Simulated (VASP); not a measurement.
Wanted: the native input for a VASP 6.6.1 run.

```
Task                   : band structure
Functional             : PBE
Potentials or basis    : VASP PAW PBE potentials, release 64 (Sn_d, Se)
Cutoff                 : 520 eV
k mesh                 : 6 × 6 × 4
Occupations            : gaussian, width 0.03 eV
Spin                   : spin-orbit coupling, no magnetisation
Further INCAR settings : ALGO = Normal; EDIFF = 1e-06
```

The structure of SnSe2 lies in POSCAR:

```
SnSe2                                   
1.0
    3.8408446087      0.0000000000     -0.0000000000
   -1.9204223043      3.3262690031      0.0000000000
   -0.0000000000     -0.0000000000      6.0073279042
  Sn              Se            
     1     2
Direct
     1.0000000000000000    0.0000000000000000    0.0000000000000000
     0.3333333332999970    0.6666666667000030    0.2655066399961811
     0.6666666667000030    0.3333333332999970    0.7344933600038188
```

These files were run (other wordings do the same):

INCAR

```
SYSTEM = SnSe2
  ALGO = Normal
  EDIFF = 1E-6
  ENCUT = 520
  GGA = PE
  GGA_COMPAT = .FALSE.
  ISIF = 2
  ISMEAR = 0
  KPAR = 2
  LASPH = .TRUE.
  LCHARG = .FALSE.
  LORBIT = 11
  LREAL = .FALSE.
  LSORBIT = .TRUE.
  LWAVE = .FALSE.
  MAGMOM = 0 0 0 0 0 0 0 0 0
  NELM = 80
  PREC = Accurate
  SIGMA = 0.03
```

KPOINTS

```
k-points
0
G
  6 6 4
  0 0 0
```

KPOINTS_OPT

```
explicit points
258
Reciprocal
 0.0000000000  0.0000000000  0.0000000000 1
 0.0263157895  0.0000000000  0.0000000000 1
 0.0526315789  0.0000000000  0.0000000000 1
 0.0789473684  0.0000000000  0.0000000000 1
 0.1052631579  0.0000000000  0.0000000000 1
 0.1315789474  0.0000000000  0.0000000000 1
[... 250 lines left out ...]
 0.5000000000  0.0000000000  0.0341801200 1
 0.5000000000  0.0000000000 -0.0341801200 1
```

Potentials or basis: VASP PAW PBE potentials, release 64 (Sn_d, Se).

Launch:

```console
$ cat potpaw_PBE.64/Sn_d/POTCAR potpaw_PBE.64/Se/POTCAR > POTCAR
$ mpirun -np 2 vasp_ncl > vasp.out
```

Results of the run:

```
Pressure                                              : 2.4 GPa
Largest force                                         : 0.018 eV/Å
Valence electrons inside the program's atomic spheres : Sn 12.16; Se 3.81
```

Wall time 4.4 min on 2 MPI ranks on Intel(R) Xeon(R) 6975P-C (Granite Rapids), with other jobs on the host, peak memory 0.44 GiB a rank.
